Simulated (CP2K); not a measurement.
The system is WC.

```
W C
1.0
     3.10092    0.00000    0.00000
     1.55046    2.68548    0.00000
     1.55046    0.89516    2.53189
W C
1 1
Direct
  0.00000 0.00000 0.00000
  0.50000 0.50000 0.50000
```

Measurements of this composition are mostly on another form, of space group No. 187.

Program: CP2K 2026.2. Alike in all runs: task band structure; potentials or basis POTENTIAL_UZH W GTH-SCAN-q14, C GTH-SCAN-q4; TZVP-MOLOPT-SCAN-GTH basis; no spin polarisation; cell as given; k mesh 10 × 10 × 10.

Question: Order these runs on this cell by their pressure, lowest first.
A. level TASK; smearing fermi-dirac 0.0259 eV; EPS_DEFAULT 1.0E-9; points a segment of the path (NPOINTS) 8; bands added on the path 6
B. level r2SCAN; smearing fermi-dirac 0.1 eV; EPS_DEFAULT 1.0E-9; points a segment of the path (NPOINTS) 8; bands added on the path 4
C. level SCAN; smearing fermi-dirac 0.01 eV; EPS_DEFAULT 1.0E-10; points a segment of the path (NPOINTS) 6; bands added on the path 6

Answer: C (-12.0 GPa), B (-9.9 GPa), A (-7.3 GPa).

Caveats: the basis of atomic orbitals isn't converged, which shifts pressures, moduli and gaps; the potentials were made for another functional, which shifts forces and pressure (some runs).

Not every run made on this cell is shown here.
